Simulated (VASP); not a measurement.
# CO2 (P4_2/mnm) in VASP: further runs

The runs below take CO2 through single point, with r2SCAN.

Everything below comes from runs of VASP 6.6.1. Logs are shortened: lines on timing, memory, paths and dates and some standing lists are left out, and cuts for length are marked.

### 1 Starting point

Symmetry: P4_2/mnm, No. 136, tetragonal system. The conventional cell has a = 4.227 Å, b = 4.227 Å, c = 4.688 Å, α = 90.00°, β = 90.00°, γ = 90.00°. Around O (site symmetry m2m) lie 1 C at 1.17 Å. C (site symmetry mmm) is surrounded by 2 O at 1.17 Å.

The cell comes from a database or a generator and needn't be the stable form of this composition.

### 2 Single point, r2SCAN

INCAR reads:

```
PREC = Accurate
ENCUT = 400
EDIFF = 1E-6
ISMEAR = 0
SIGMA = 0.05
LREAL = False
LASPH = True
NELM = 100
ALGO = Normal
ISIF = 2
LWAVE = False
LCHARG = False
METAGGA = R2SCAN
LMIXTAU = True
ADDGRID = False
```

KPOINTS reads:

```
regular mesh
0
Gamma
  3 3 2
```

POSCAR reads:

```
CO2
1.0
    4.2272127900      0.0000000000      0.0000000000
    0.0000000000      4.2272127900      0.0000000000
    0.0000000000      0.0000000000      4.6877715900
O C
4 2
Direct
    0.7998550000      0.8106260000     -0.0015650000
    0.2049920000      0.2030910000     -0.0012650000
    0.6721320000      0.3073690000      0.5000860000
    0.3101930000      0.6757250000      0.4907480000
   -0.0081430000      0.0098620000     -0.0042660000
    0.4753520000      0.5019460000      0.5043420000
```

Potentials or basis: VASP PAW PBE potentials, release 64 (O, C).

Started as:

```sh
> cat potpaw_PBE.64/O/POTCAR potpaw_PBE.64/C/POTCAR > POTCAR
> mpirun -np 1 vasp_std > vasp.out
```

OUTCAR:

```text
PREC = Accurate
   ENCUT = 400
   EDIFF = 1E-6
   ISMEAR = 0
   LREAL = False
   LASPH = True
   NELM = 100
   ISIF = 2
   METAGGA = R2SCAN

 Found     10 irreducible k-points:

 Following reciprocal coordinates:
            Coordinates               Weight
  0.000000  0.000000  0.000000      1.000000
  0.333333  0.000000  0.000000      2.000000
  0.000000  0.333333  0.000000      2.000000
  0.333333  0.333333  0.000000      2.000000
 -0.333333  0.333333  0.000000      2.000000
  0.000000  0.000000  0.500000      1.000000
   k-points           NKPTS =     10   k-points in BZ     NKDIM =     10   number of bands    NBANDS=     20
   number of dos      NEDOS =    301   number of ions     NIONS =      6
   total plane-waves  NPLWV =  25088
   dimension x,y,z NGX =    28 NGY =   28 NGZ =   32
   dimension x,y,z NGXF=    56 NGYF=   56 NGZF=   64
   ions per type =               4   2
   NGX,Y,Z   is equivalent  to a cutoff of  11.01, 11.01, 11.35 a.u.
   NGXF,Y,Z  is equivalent  to a cutoff of  22.02, 22.02, 22.70 a.u.
 SYSTEM =  unknown system
   PREC   = accura    normal or accurate (medium, high low for compatibility)
   ISTART =      0    job   : 0-new  1-cont  2-samecut
   ICHARG =      2    charge: 1-file 2-atom 10-const
   ISPIN  =      1    spin polarized calculation?
   LNONCOLLINEAR =      F non collinear calculations
   LSORBIT =      F    spin-orbit coupling
   LASPH  =      T    aspherical Exc in radial PAW
   ENCUT  =  400.0 eV  29.40 Ry    5.42 a.u.   6.89  6.89  7.64*2*pi/ulx,y,z
   NELM   =    100;   NELMIN=  2; NELMDL= -5     # of ELM steps
   EDIFF  = 0.1E-05   stopping-criterion for ELM
   LREAL  =      F    real-space projection
   EDIFFG = 0.1E-04   stopping-criterion for IOM
   NSW    =      0    number of steps for IOM
   IBRION =     -1    ionic relax: 0-MD 1-quasi-New 2-CG
   NFREE  =      0    steps in history (QN), initial steepest desc. (CG)
   ISIF   =      2    stress and relaxation
   ISYM   =      2    0-nonsym 1-usesym 2-fastsym
   POTIM  = 0.5000    time-step for ionic-motion
   TEBEG  =    0.0;   TEEND  =   0.0 temperature during run
   PSTRESS=    0.0 pullay stress
   NELECT =      32.0000    total number of electrons
   NUPDOWN=      -1.0000    fix difference up-down
   EMIN   =  10.00;   EMAX   =-10.00  energy-range for DOS
   EFERMI =   0.00;   METHOD = LEGACY
   ISMEAR =     0;   SIGMA  =   0.05  broadening in eV -4-tet -1-fermi 0-gaus
   EFERMI_NEDOS =   21; number of points for ismear=-14 and -15
   IALGO  =     38    algorithm
   IMIX   =      4    mixing-type and parameters
     AMIX     =   0.40;   BMIX     =  1.00
     AMIX_MAG =   1.60;   BMIX_MAG =  1.00
  volume/ion in A,a.u.               =      13.96        94.21
  Fermi-wavevector in a.u.,A,eV,Ry     =   1.187864  2.244737 19.198094  1.411020
  Thomas-Fermi vector in A             =   2.324006
   LORBIT       =      0    0 simple, 1 ext, 2 COOP (PROOUT), +10 PAW based schemes
   METAGGA = R2SCAN    functional components
   LHFCALC =     F    Hartree Fock is set to
   AEXX    =    0.0000 exact exchange contribution
   IVDW    =     0    specifies the selected vdW correction
   LEPSILON=     F    determine dielectric tensor
   LRPA    =     F    only Hartree local field effects (RPA)
 non-spin polarized calculation
 Gauss-broadening in eV      SIGMA  =   0.05
  energy-cutoff  :      400.00
  volume of cell :       83.77
 maximum number of plane-waves:      1532
   NGX = 13   NGY = 13   NGZ = 15

 number of electron      31.9999999 magnetization

 Free energy of the ion-electron system (eV)
  ---------------------------------------------------
  ext. energy  EPLUGINS =         0.00000000
  ---------------------------------------------------
  free energy    TOTEN  =       -49.76055228 eV

  energy without entropy =      -49.76055228  energy(sigma->0) =      -49.76055228

 E-fermi :  -3.3569     XC(G=0):  -8.5216

 val. band max:       -3.6194175842   @ k =  -0.3333   0.3333   0.5000
 cond. band min:       3.5434646137   @ k =   0.0000   0.0000   0.0000
 fundamental gap:      7.1628821979
 Fermi energy:        -3.3569135532

 k-point     1 :       0.0000    0.0000    0.0000
  band No.  band energies     occupation
      1     -27.7114      2.00000
      2     -25.3776      2.00000
      3     -24.1651      2.00000
      4     -23.9002      2.00000
      5      -9.5866      2.00000
      6      -9.2458      2.00000
      7      -9.0797      2.00000
      8      -8.8286      2.00000
      9      -7.8888      2.00000
     10      -7.7978      2.00000
     11      -7.4599      2.00000
     12      -7.1159      2.00000
     13      -4.8786      2.00000
     14      -4.1040      2.00000
     15      -4.0322      2.00000
     16      -3.8967      2.00000
     17       3.5435      0.00000
     18       4.5057      0.00000
     19       4.5974      0.00000
     20       6.4964      0.00000

 k-point     2 :       0.3333    0.0000    0.0000
  band No.  band energies     occupation
      1     -27.7028      2.00000
      2     -25.3495      2.00000
      3     -24.1729      2.00000
      4     -23.9276      2.00000
      5      -9.5592      2.00000
      6      -9.1233      2.00000
      7      -9.0802      2.00000
      8      -8.8408      2.00000
      9      -8.1236      2.00000
     10      -7.8997      2.00000
     11      -7.6267      2.00000
     12      -7.3513      2.00000
     13      -4.3535      2.00000
     14      -4.1911      2.00000
     15      -3.9255      2.00000
     16      -3.8585      2.00000
     17       4.4548      0.00000
     18       4.7557      0.00000
     19       5.0247      0.00000
     20       6.6037      0.00000

 k-point     3 :       0.0000    0.3333    0.0000
  band No.  band energies     occupation
      1     -27.7026      2.00000
      2     -25.3511      2.00000
      3     -24.1860      2.00000
      4     -23.9122      2.00000
      5      -9.5707      2.00000
      6      -9.1210      2.00000
      7      -9.0755      2.00000
      8      -8.8451      2.00000
      9      -8.1175      2.00000
     10      -7.9098      2.00000
     11      -7.6371      2.00000
     12      -7.3165      2.00000
     13      -4.3939      2.00000
     14      -4.2040      2.00000
     15      -3.9135      2.00000
     16      -3.8363      2.00000
     17       4.4724      0.00000
     18       4.7431      0.00000
     19       5.0456      0.00000
     20       6.5556      0.00000

 k-point     4 :       0.3333    0.3333    0.0000
  band No.  band energies     occupation
      1     -27.6960      2.00000
      2     -25.3237      2.00000
      3     -24.1860      2.00000
      4     -23.9447      2.00000
      5      -9.5866      2.00000
      6      -9.1949      2.00000
      7      -8.9986      2.00000
      8      -8.8627      2.00000
      9      -8.2675      2.00000
     10      -8.0613      2.00000
     11      -7.6300      2.00000
     12      -7.4557      2.00000
     13      -4.2819      2.00000
     14      -3.9498      2.00000
     15      -3.8869      2.00000
     16      -3.6902      2.00000
     17       4.7535      0.00000
     18       4.8324      0.00000
     19       5.9908      0.00000
     20       6.3660      0.00000

 k-point     5 :      -0.3333    0.3333    0.0000
  band No.  band energies     occupation
      1     -27.6956      2.00000
      2     -25.3262      2.00000
      3     -24.1763      2.00000
      4     -23.9517      2.00000
      5      -9.5724      2.00000
      6      -9.1902      2.00000
      7      -9.0630      2.00000
      8      -8.9933      2.00000
      9      -8.1409      2.00000
     10      -7.8976      2.00000
     11      -7.6324      2.00000
     12      -7.5360      2.00000
     13      -4.2535      2.00000
     14      -3.9788      2.00000
     15      -3.9320      2.00000
     16      -3.6641      2.00000
     17       4.6279      0.00000
     18       4.8148      0.00000
     19       5.6304      0.00000
     20       6.8216      0.00000

 k-point     6 :       0.0000    0.0000    0.5000
  band No.  band energies     occupation
      1     -27.7073      2.00000
      2     -25.3749      2.00000
      3     -24.1655      2.00000
      4     -23.9063      2.00000
      5      -9.8167      2.00000
      6      -9.2485      2.00000
      7      -8.7579      2.00000
      8      -8.7510      2.00000
      9      -7.9042      2.00000
     10      -7.8304      2.00000
     11      -7.5240      2.00000
     12      -7.3028      2.00000
     13      -4.6232      2.00000
     14      -4.3853      2.00000
     15      -4.0452      2.00000
     16      -3.9397      2.00000
     17       4.4239      0.00000
     18       4.6432      0.00000
     19       5.2021      0.00000
     20       6.1746      0.00000

 [... further k-points ...]

------------------------ aborting loop because EDIFF is reached ----------------------------------------

  FORCE on cell =-STRESS in cart. coord.  units (eV):
  Direction    XX          YY          ZZ          XY          YZ          ZX
  --------------------------------------------------------------------------------------
  -------------------------------------------------------------------------------------
  Total        7.9808659      9.7354632     -2.6744010    -16.8959596     -1.2085031      1.0983114
  in kB      152.6461769    186.2055147    -51.1519804   -323.1608807    -23.1144574     21.0068721
  external PRESSURE =      95.8999038 kB  Pullay stress =       0.0000000 kB

 VOLUME and BASIS-vectors are now :
 -----------------------------------------------------------------------------
  energy-cutoff  :      400.00
  volume of cell :       83.77
      direct lattice vectors                 reciprocal lattice vectors
     4.227212790  0.000000000  0.000000000     0.236562494  0.000000000  0.000000000
     0.000000000  4.227212790  0.000000000     0.000000000  0.236562494  0.000000000
     0.000000000  0.000000000  4.687771590     0.000000000  0.000000000  0.213320974

 POSITION                                       TOTAL-FORCE (eV/Angst)
 -----------------------------------------------------------------------------------
      3.38116      3.42669      4.68044         0.331214      0.585071     -0.086476
      0.86654      0.85851      4.68184        -3.189472     -2.584151     -0.126169
      2.84124      1.29931      2.34429         0.841244     -0.957371      0.349967
      1.31125      2.85643      2.30051       -18.259305     18.969231     -1.194523
      4.19279      0.04169      4.66777         2.759626      2.027900      0.202627
      2.00941      2.12183      2.36424        17.516693    -18.040681      0.854574
 -----------------------------------------------------------------------------------
    total drift:                               -0.000713      0.000799     -0.000443

  FREE ENERGIE OF THE ION-ELECTRON SYSTEM (eV)
  ---------------------------------------------------
  free  energy   TOTEN  =       -49.7605522753 eV

  energy  without entropy=      -49.7605522753  energy(sigma->0) =      -49.76055228
```

It took 31 s on 1 thread of Intel Xeon 6975P-C (Granite Rapids), shared host; peak memory 0.15 GiB.

These settings aren't checked as converged: the numbers below hold their error.

What came out:

- Free energy: -49.7606 eV
- Largest force: 26.356 eV/Å
- Band gap on the k mesh: 7.16 eV, indirect (least direct gap 7.44 eV)

Caveat: the k mesh is coarse (spacing up to 0.67 Å⁻¹), so the values aren't converged; the cutoff is under 1.25 times the usual one of these potentials, so pressure, stress and relaxed cells hold a basis-set (Pulay) error; the standard files for N, O and F lose accuracy on very short bonds; the PAW data sets were made with another functional, which shifts forces and pressure a little; an odd mesh through Γ misses points on the zone boundary, where band edges often lie.

(Part 1 of 3 ends here.)
